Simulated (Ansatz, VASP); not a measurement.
**Two plane-wave programs on Al2Cu**

The input INCAR:

```
SYSTEM = Al2Cu
ALGO     = Normal         ! electronic algorithm
EDIFF    = 1E-6           ! SCF threshold, eV
ENCUT    = 520            ! plane-wave cutoff, eV
GGA      = PE             ! functional
ISIF     = 2              ! what is computed and relaxed
ISMEAR   = 1              ! smearing method
LASPH    = .TRUE.         ! aspherical terms in the spheres
LCHARG   = .FALSE.        ! write CHGCAR
LREAL    = .FALSE.        ! projectors in reciprocal space
LWAVE    = .FALSE.        ! write WAVECAR
NBANDS   = 16             ! bands
NELM     = 100            ! most SCF steps
PREC     = Accurate       ! precision mode
SIGMA    = 0.041          ! smearing width, eV
```

File KPOINTS:

```
k-points
0
G
  4 4 6
  0 0 0
```

POSCAR

```
Al2Cu
1.0
    4.1051820000      0.0000000000      0.0000000000
    0.0000000000      4.1051820000      0.0000000000
    0.0000000000      0.0000000000      2.8913130000
Al Cu
2 1
Direct
    0.5000000000      0.0000000000      0.5000000000
    0.0000000000      0.5000000000      0.5000000000
    0.0000000000      0.0000000000      0.0000000000
```

Input for Ansatz:

```yaml
crystal:
  lattice:
    - [4.105182, 0.0, 0.0]
    - [0.0, 4.105182, 0.0]
    - [0.0, 0.0, 2.891313]
  atoms:
    - { symbol: Al, position: [0.5, 0.0, 0.5] }
    - { symbol: Al, position: [0.0, 0.5, 0.5] }
    - { symbol: Cu, position: [0.0, 0.0, 0.0] }
basis:
  ecutwfc: 420
kpoints:
  mp_grid: { grid: [4, 4, 6] }
hamiltonian:
  xc: pbe
scf:
  occupations: { method: cold, width: 0.041 }
  lower_state_search: standard
  convergence: { dr2_threshold: "1e-12 eV" }
output:
  forces: true
  stress: true
  eigenvalues: true
```

Alike in both runs: task single point; functional PBE; k mesh 4 × 4 × 6; no spin polarisation.

|  | VASP | Ansatz |
| --- | --- | --- |
| version | VASP 6.6.1 | Ansatz 0.2.0 |
| potentials or method | VASP PAW PBE potentials, release 64 (Al, Cu) | scalar-relativistic, plane waves, PAW |
| plane-wave cutoff (eV) | 520 | 420 |
| occupations | methfessel-paxton of order 1, width 0.041 eV | cold, width 0.041 eV |
| valence electrons in the cell | 17 | 25 |

Ansatz gave:

- gap on the k mesh at the Fermi level (eV): none
- pressure (GPa): 0.5
- largest component of the traceless stress (GPa): 2.17

Which values does VASP return?

gap on the k mesh at the Fermi level (eV): none; pressure (GPa): 0.6; largest component of the traceless stress (GPa): 2.17.

A gap of «none» marks a metal or a gap that the smearing closes. The two sets of potentials don't hold the same shells in valence.

Caveats: the k mesh is coarse (spacing up to 0.38 Å⁻¹), so the values aren't converged.
